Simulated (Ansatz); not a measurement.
## Pb under changes of volume

One of the cells (29.314 Å³/atom); the others are scaled copies at fixed shape and fractional positions:

```xyz
2
Lattice="3.4800 0.0000 0.0000 -1.7400 3.0138 0.0000 0.0000 0.0000 5.5900" Properties=species:S:1:pos:R:3 pbc="T T T"
Pb    1.7400    1.0046    4.1925
Pb    0.0000    2.0092    1.3975
```

This isn't the form of Pb at room conditions, which is fcc.

```yaml
Program: Ansatz 0.2.0
Functional: LDA
Potentials_or_basis: Ansatz PAW
Cutoff: "420 eV (not typed: the program's choice for these potentials)"
k_mesh: 9 × 9 × 5
Occupations: fermi-dirac, width 0.05 eV
Spin: no spin polarisation
```

```csv
volume (Å³/atom),energy over the lowest point (meV/atom),pressure (GPa)
27.555,11.41,2.9
28.141,3.42,1.6
28.727,0.00,0.4
29.314,?,?
29.900,4.47,-1.4
30.486,11.37,-2.2
31.073,20.85,-2.9
```

Problem. What does the run at 29.314 Å³/atom give?

Solution. Energy over the lowest point 0.53 meV/atom; pressure -0.6 GPa.

Worked out: A Birch-Murnaghan fit of order 3 (a polynomial in V^(-2/3)) to the other rows has its minimum at 28.93 Å³/atom with B0 = V·E''(V) = 51 GPa and B' = 6.1 at fixed shape and positions, which overstates the stiffness. It gives 0.52 meV/atom at 29.314 Å³/atom, against the run's 0.53, and -dE/dV = -0.6 GPa, against -0.6.

Energies are extrapolated to zero smearing.

Caveats: the PAW data sets come from PBE, with cores solved anew for the run's functional, which leaves a small shift of forces and pressure.
